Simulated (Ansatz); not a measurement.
Electric field gradients in Al2O3

The cell is a Materials Project structure (computed, not necessarily an observed phase).

```
CELL_PARAMETERS angstrom
-4.43767 4.43767 4.43767
4.43767 -4.43767 4.43767
4.43767 4.43767 -4.43767
ATOMIC_POSITIONS crystal
Al 0.50000 0.00000 0.00000
Al 0.96216 0.25000 0.21216
Al 0.78784 0.03784 0.75000
Al 0.71216 0.46216 0.25000
Al 0.75000 0.78784 0.03784
Al 0.75000 0.28784 0.53784
Al 0.46216 0.25000 0.71216
Al 0.00000 0.50000 0.00000
Al 0.50000 0.50000 0.50000
Al 0.00000 0.00000 0.50000
Al 0.53784 0.75000 0.28784
Al 0.25000 0.71216 0.46216
Al 0.25000 0.21216 0.96216
Al 0.28784 0.53784 0.75000
Al 0.21216 0.96216 0.25000
Al 0.03784 0.75000 0.78784
O 0.77067 0.04587 0.49712
O 0.72933 0.22645 0.27521
O 0.27355 0.00288 0.04875
O 0.95413 0.50288 0.22933
O 0.45413 0.22479 0.45125
O 0.77355 0.72479 0.27067
O 0.04875 0.27355 0.00288
O 0.45125 0.45413 0.22479
O 0.72479 0.27067 0.77355
O 0.77521 0.54875 0.54587
O 0.00288 0.04875 0.27355
O 0.49712 0.77067 0.04587
O 0.99712 0.95125 0.72645
O 0.22479 0.45125 0.45413
O 0.27521 0.72933 0.22645
O 0.50288 0.22933 0.95413
O 0.54875 0.54587 0.77521
O 0.95125 0.72645 0.99712
O 0.54587 0.77521 0.54875
O 0.22645 0.27521 0.72933
O 0.04587 0.49712 0.77067
O 0.72645 0.99712 0.95125
O 0.22933 0.95413 0.50288
O 0.27067 0.77355 0.72479
```

Atoms are numbered from 1 in the order listed; like atoms form one site, named after its first atom.

Computed with Ansatz: DFT, PBE, plane waves and PAW (field gradients read without the response of the frozen cores, which leaves them typically 4 to 6 % off), scalar-relativistic, 420 eV cutoff, Γ-centred 4×4×4 k-points, Fermi–Dirac smearing 0.02 eV.

V_zz is the principal component of the electric field gradient with the largest magnitude, η = (V_xx − V_yy)/V_zz and C_Q = eQV_zz/h. Directions are in the Cartesian axes of the cell vectors above, for the atom listed; none is given where the gradient is under 0.02 or η is above 0.95.

(1) What field gradients does the calculation give at each kind of site?

Answers

(1) 

| site | first atom | first shell | V_zz (10²¹ V/m²) | η | direction of V_zz (x, y, z) |
| --- | --- | --- | --- | --- | --- |
| Al1 | 1 | 6 O at 1.90 Å | 1.04 | 0.00 | -0.58 -0.58 0.58 |
| Al2 | 2 | 6 O at 1.85–1.97 Å | 2.26 | 0.46 | 0.77 0.00 -0.64 |
| O | 17 | 4 Al at 1.85–1.97 Å | -2.46 | 0.36 | -0.44 -0.52 0.73 |

An axis of threefold or higher order runs through Al1, so V_zz lies along it and η is zero.

At this cell the PBE pressure is 8 GPa, so with PBE the cell would grow if it were relaxed. The entry's cell may itself be off.
